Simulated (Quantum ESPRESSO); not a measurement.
**BAs: zone-centre phonons under several settings**

```
B As
1.0
     2.95701    0.00000    0.00000
     0.00000    2.95701    0.00000
     0.00000    0.00000    2.95701
B As
1 1
Cartesian
  1.4785 1.4785 1.4785
  0.0000 0.0000 0.0000
```

The cell was built by a generator and needn't be a form met in nature.

All runs used Quantum ESPRESSO 7.5; k mesh 6 × 6 × 6, shifted; no spin polarisation; occupations fermi-dirac, width 0.05 eV.

| level | potentials | geometry | cutoff (eV) | volume (Å³/atom) | pressure (GPa) | lowest optical mode without the field (cm⁻¹) |
| --- | --- | --- | --- | --- | --- | --- |
| BLYP | SG15 PBE 1.2 | given cell, atoms relaxed | 952 | 12.93 | 8.0 | 167i |
| B86bPBE | GBRV 1.5 PBE | relaxed cell | 612 | ? | 0.0 | ? |

What stands in the row left open?

Volume 12.94 Å³/atom; lowest optical mode without the field 105i cm⁻¹.

Values marked i are imaginary: the cell is unstable against those modes at that level, or the meshes are too thin.

Caveats: the mesh is thin for the phonons of a metal; the potentials were made for another functional, which shifts forces and pressure; some modes are imaginary; the cell is more than 3 GPa from zero pressure, which shifts response properties (some runs).

For the row left open. Caveat: the k mesh is coarse; the mesh is thin for the phonons of a metal; the potentials were made for another functional, which shifts forces and pressure; some modes are imaginary.
